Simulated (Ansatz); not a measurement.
Below is a relaxed structure of C. The cell was found from a structure generator's guess, not taken from experiment.

Method: DFT PBE, scalar-relativistic, plane waves, PAW in Ansatz 0.2.0. Cutoff 420 eV, Γ-centred mesh, Gaussian smearing, no spin polarisation.

```xyz
3
Lattice="2.6198 0.0000 0.0000 0.0000 2.6198 0.0000 0.0000 0.0000 2.6198" Properties=species:S:1:pos:R:3 pbc="T T T"
C     1.3099    0.0000    0.0000
C     0.0000    1.3099    0.0000
C     0.0000    0.0000    1.3099
```

Energies count from the standard state of C at the same level.

(1) What space group does it have?

(2) How far does it lie from the standard state of C?

(3) Is it a metal?

## Answers

(1) Pm-3m (No. 221). Conventional cell: a = 2.620 Å. Around C lie 8 C at 1.85 Å.

(2) +3.65 eV/atom. It lies above the standard state, so it could only be metastable.

(3) Yes, bands cross the Fermi level on the 18×18×18 mesh.

The last run used an 18×18×18 mesh for its 3-atom cell and Gaussian smearing of 0.10 eV. The reference form of C is held partly by dispersion forces, which this level lacks. A structure relaxed within its symmetry needn't be a true minimum. Another cell of C relaxed alike, in P4/mmm, lies 2.68 eV/atom lower, so this cell isn't the stable form at this level.
